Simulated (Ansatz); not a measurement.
# Ge: band structure with HSE06

**The experiment to reproduce.**

“Electronic and optical properties of SixGe1-x-ySny alloys lattice-matched to Ge”, 2021, arxiv:2109.02782 reports, for a bulk crystal of Ge at 293 K: band gap 0.666 eV (indirect).

Crystal: Ge.

```
CELL_PARAMETERS angstrom
0.00000 2.82891 2.82891
2.82891 0.00000 2.82891
2.82891 2.82891 0.00000
ATOMIC_POSITIONS crystal
Ge 0.75000 0.75000 0.75000
Ge 0.50000 0.50000 0.50000
```

| Property | Result |
| --- | --- |
| Program | Ansatz 0.2.0 |
| Task | band structure |
| Functional | HSE06 |
| Potentials or basis | Ansatz PAW |
| Cutoff | 420 eV (not typed: the program's choice for these potentials) |
| k mesh | 5 × 5 × 5 |
| Occupations | fermi-dirac, width 0.05 eV |
| Spin | no spin polarisation |
| Path | [["G", "X", "W", "K", "G", "L", "U", "W", "L", "K"], ["U", "X"]] |
| Points for each segment of the path | 4 |

The pressure is 1.0 GPa. The band gap on the k mesh is 0.89 eV, direct. The band gap along the path is 0.83 eV, indirect (least direct gap 0.89 eV).

Levels at the corners of the path, in eV from the valence-band top:
| point | band 10 | band 11 | band 12 | band 13 | band 14 | band 15 | band 16 | band 17 | band 18 | band 19 |
| --- | --- | --- | --- | --- | --- | --- | --- | --- | --- | --- |
| Γ | -27.67 | -14.04 | 0.00 | 0.00 | 0.00 | 0.89 | 3.22 | 3.22 | 3.22 | 7.23 |
| X | -27.63 | -9.70 | -9.70 | -3.35 | -3.35 | 1.28 | 1.28 | 10.80 | 10.80 | 12.86 |
| W | -27.62 | -9.59 | -9.59 | -4.23 | -4.23 | 5.22 | 5.22 | 5.41 | 5.41 | 12.22 |
| K | -27.62 | -10.22 | -9.04 | -4.71 | -2.87 | 1.73 | 4.86 | 8.30 | 8.44 | 9.12 |
| Γ | -27.67 | -14.04 | 0.00 | 0.00 | 0.00 | 0.89 | 3.22 | 3.22 | 3.22 | 7.23 |
| L | -27.65 | -11.71 | -8.29 | -1.52 | -1.52 | 0.83 | 4.46 | 4.46 | 7.92 | 11.60 |
| U | -27.62 | -10.22 | -9.04 | -4.71 | -2.87 | 1.73 | 4.86 | 8.30 | 8.44 | 9.12 |
| W | -27.62 | -9.59 | -9.59 | -4.23 | -4.23 | 5.22 | 5.22 | 5.41 | 5.41 | 12.22 |
| L | -27.65 | -11.71 | -8.29 | -1.52 | -1.52 | 0.83 | 4.46 | 4.46 | 7.92 | 11.60 |
| K | -27.62 | -10.22 | -9.04 | -4.71 | -2.87 | 1.73 | 4.86 | 8.30 | 8.44 | 9.12 |
| U | -27.62 | -10.22 | -9.04 | -4.71 | -2.87 | 1.73 | 4.86 | 8.30 | 8.44 | 9.12 |
| X | -27.63 | -9.70 | -9.70 | -3.35 | -3.35 | 1.28 | 1.28 | 10.80 | 10.80 | 12.86 |

Wall time 3.2 min on 2 threads of Arm Neoverse V1 (shared host), peak memory 0.75 GiB.

Measured gap of Ge: 0.666 eV (indirect; 293 K; “Electronic and optical properties of SixGe1-x-ySny alloys lattice-matched to Ge”, 2021, arxiv:2109.02782). This calculation gives 0.83 eV (+0.16 eV). 2 values of this kind are on record (0.666 to 0.744 eV); this one was drawn at random. Spin-orbit coupling on Ge is left out. The value is that of HSE06, without temperature or zero-point motion.

Caveat: the k mesh misses the band edges, so the gap on the mesh is wider than the one along the path; the PAW data sets come from PBE, with cores solved anew for the run's functional, which leaves a small shift of forces and pressure; the thresholds are loose for stress.
